The density of states tells how many electron states a crystal offers in each small interval of energy. Here it was computed for perfect rocksalt hafnium nitride with density-functional theory in the local-density approximation, without spin polarisation. The program is called exciting, and the release used is named sodium. Each value counts both spin directions in a cell of one hafnium and one nitrogen atom, and is an average over an energy bin about 0.67 eV wide. Energies are measured from the Fermi level, up to which the states are filled.

Density of states of rocksalt HfN from exciting (release sodium), all-electron LAPW+lo with the LDA functional, without spin polarisation or spin–orbit coupling, on a 10×10×10 k-mesh with Fermi–Dirac smearing of 0.05 eV. The values are means over equal energy bins and count both spins in the two-atom cell, whose database geometry was not relaxed.

```csv
energy from the Fermi level (eV),density of states (states/eV)
-9.833,0.000
-9.167,0.000
-8.500,0.220
-7.833,0.640
-7.167,0.940
-6.500,0.680
-5.833,2.570
-5.167,2.130
-4.500,1.050
-3.833,0.500
-3.167,0.120
-2.500,0.150
-1.833,0.260
-1.167,0.350
-0.500,0.490
0.167,0.630
0.833,0.750
1.500,0.770
2.167,0.970
2.833,1.270
3.500,2.060
4.167,1.620
4.833,1.610
5.500,1.650
```

The simple pattern is the steady climb that starts at the deep minimum near −3 eV and runs through the Fermi level. One row breaks it strongly, the one at 3.5 eV. To see why the climb exists and why it breaks there, it helps to begin with the states below the minimum.

### From −8.5 to −3.833 eV: the bonding states

The 2p orbitals of nitrogen lie lower in energy than the 5d orbitals of hafnium. When the two overlap, they form bonding combinations, which are pushed down and remain mostly nitrogen-like, and antibonding combinations, which are pushed up and remain mostly hafnium-like. This is the standard picture of bonding in transition-metal nitrides. It leads to two groups of bands with few states between them.

The electron count supports this picture. Three nitrogen 2p orbitals make three bands, and three bands hold six electrons. Adding up the rows from the bottom through the minimum, each multiplied by the bin width, gives 5.9 electrons. The lower block is therefore a nearly complete set of three filled bands.

The block is far from even. It begins with a low shoulder and then jumps to 2.57 states/eV at −5.833 eV. That row and the next hold about 3.1 electrons, more than half of the block. The strength of bonding depends on how the phase of the electron wave changes from one cell to the next. The most strongly bonding states are expected in the thin shoulder at low energy. When the wave has the same phase in every cell, symmetry forbids the nitrogen 2p and hafnium 5d orbitals to mix at all, and such states are expected near the top of the block, where the density thins out again. Most states lie between these extremes.

### At −3.167 eV: the minimum

Here the density of states falls to 0.12 states/eV, about a twentieth of the peak below it. The bonding states have nearly run out and the hafnium-derived states have barely begun. Such a deep minimum is called a pseudogap. Because the row averages over a whole bin, it doesn't settle by itself whether a narrow true gap lies inside. The local-density approximation also tends to place nitrogen 2p bands too close to the d bands of the metal. In scandium nitride, which has the same structure, it closes a gap that experiment finds.

The Fermi level doesn't lie in this minimum, and again the reason is a count. Hafnium brings four valence electrons and nitrogen five. Two of these nine fill the nitrogen 2s band, which lies below the energies of the table, and six fill the bonding block. One electron is left over and has to enter the hafnium-derived bands, which makes the compound a metal.

The rows between the minimum and the Fermi level contain 0.94 electrons, close to that single one. The same reasoning carries over to hafnium carbide, which has the same structure and one electron fewer. Its Fermi level is known to lie near the minimum. Composition therefore helps to decide how many states are available at the Fermi level. Nitrogen vacancies in real material can add states that this perfect crystal doesn't have.

### From −2.5 to 0.833 eV: the steady climb

A single band with the energy law of a free particle would give a density of states that grows as the square root of the distance from the band edge. It would rise steeply at first and then flatten. The table behaves differently. Between −2.5 and 0.833 eV the distance from the minimum grows sixfold and the density of states fivefold, whereas a square root would grow only about two and a half times.

A likely reason is that several hafnium-derived bands take part. They don't all start at the same energy, so new bands can add their states while the contribution of the earlier ones rises more slowly. A single band can also leave the free-particle law, because away from its edge its energy no longer grows as the square of the wave number. The six rows of the climb hold only about 1.8 states, fewer than the two of one full band, so the count alone doesn't require several bands. The total density of states can't tell the two effects apart.

The climb can be described by a straight line that starts from zero at the minimum,

$$g(E)=s\,(E-E_0),$$

where $g$ is the density of states, $E$ the energy from the Fermi level, $E_0=-3.167$ eV the energy of the minimum and $s$ the slope. The slope was fitted to the six rows of this stretch and came out as 0.187 states/eV per eV. The typical miss in these rows is 0.016 states/eV, about a sixth of that of a square root fitted in the same way. The line is a description of the climb and not a law derived from the bonding. It also ignores the small density that remains at the minimum itself.

### From 1.5 to 2.833 eV: small departures

Carried beyond the rows to which it was fitted, the line stays close to the table for another 2 eV. The largest miss in this stretch is 0.15 states/eV, at 2.833 eV. Before such a miss is given a physical cause, it should be compared with the numerical uncertainty of the curve.

The Fermi level offers a rough measure of that uncertainty. Interpolating between the rows gives 0.59 states/eV there, while the same calculation reports 0.80 when it evaluates the Fermi level directly. The two numbers differ in how they average over energy, and both depend on a finite mesh of electron waves. The direct value looks at a narrower slice of energy than a row does, so it suffers more from the coarseness of the mesh. The disagreement is therefore a cautious yardstick and not the error of a row. Departures of one or two tenths are given no separate cause here, although the one at 2.833 eV may already be the foot of the peak. Neither number should be used as a precise input for an electronic heat capacity.

### At 3.5 eV: the break

This row was not part of the fit, so it can be compared with what the lower rows lead one to expect. It lies $3.5+3.167=6.667$ eV above the minimum, and the line gives

$$g = 0.1867\times 6.667 \approx 1.24\ \text{states/eV}.$$

The table has 2.06, which is about 0.82 states/eV or two thirds more than the line. Over the width of the bin, the excess amounts to roughly half a state per cell.

The size of the break depends somewhat on where the line is fitted. If the slope is taken from every row above the minimum, including the peak itself, the excess shrinks to 0.65 states/eV. It remains the largest upward departure, and it is about three times the disagreement found at the Fermi level. The peak is thus a feature of the computed curve and not a product of the chosen line.

The general cause of such a peak is a flat stretch of a band. Where the energy of a band hardly changes from one electron wave to the next, many states fall into the same narrow interval and the density of states rises sharply. This is known as a van Hove feature. A steep band does the opposite and spreads its states over a wide range of energy. The table doesn't show the bands themselves, so the flat stretch is inferred from the peak, and several overlapping bands may share in it.

Which orbitals supply the flat stretch is less certain. Six nitrogen neighbours divide the five hafnium d orbitals into two sets. Two orbitals point straight at the nitrogen atoms and are pushed up strongly, while the three that point between them are pushed up less. These three should form the lower part of the hafnium-derived bands, with room for six electrons.

The count of states is compatible with this division but doesn't prove it. Above the minimum there are 3.8 states up to the lower edge of the peak bin and 5.1 up to its upper edge. If the bands followed one another without overlap, the peak would belong mainly to the third of them, near the top of the lower set. The bands are expected to overlap, however. Where the wave has the same phase in every cell, the nitrogen 2p orbitals can't push up either set, so the upper set may reach down among the lower one. The assignment is therefore a guess and not a result.

### From 4.167 to 5.5 eV: after the peak

Beyond the peak the density of states drops and then stays almost level, between 1.61 and 1.65 states/eV. The line keeps rising and meets the table again at 5.5 eV, to within 0.03 states/eV. This meeting has no special meaning, because a level stretch and a rising line must come together somewhere. The first row after the peak still lies 0.25 states/eV above the line, but it is level with the rows that follow, so it belongs to this stretch and is not a second break.

Spin–orbit coupling was left out for the valence electrons, and among the states in the table this matters most for those from the hafnium d orbitals. It can split and shift them by a few tenths of an electronvolt, which could change the height and exact place of the peak. The separation into a bonding block and hafnium-derived bands is much larger and would survive. The peak itself holds empty states well above the Fermi level, so it has little bearing on ordinary electrical conduction, which depends on the states close to that level.

The printed analysis below gives the fitted slope, the departures from the line and the electron counts.

Numerical output:

```
energy of the minimum (eV): -3.167
slope of the line fitted near the minimum (states/eV per eV): 0.1867
rms miss of the line in its six rows (states/eV): 0.01552
rms miss of the square root in the same rows (states/eV): 0.09062
table less line, rows from 1.5 eV upward (states/eV): 1.5 -0.1015, 2.167 -0.02607, 2.833 0.1496, 3.5 0.815, 4.167 0.2505, 4.833 0.1161, 5.5 0.03153
energy of the largest break above the minimum (eV): 3.5
line value at that break (states/eV): 1.245
extra states in that one bin (states): 0.5433
break at 3.5 eV against the line through all upper rows (states/eV): 0.6546
states from above the minimum to the lower edge of the peak bin: 3.76
the same to the upper edge of the peak bin: 5.133
electrons in the lower block including the minimum: 5.9
electrons in the shoulder below -6 eV: 1.653
electrons in the two tall rows at -5.833 and -5.167 eV: 3.133
electrons from above the minimum to the Fermi level: 0.9381
electrons missing from the expected seven: 0.162
largest possible rounding error of that count (electrons): 0.05083
binned curve interpolated to the Fermi level (states/eV): 0.5949
separately printed Fermi-level value over the interpolated one: 1.342
```
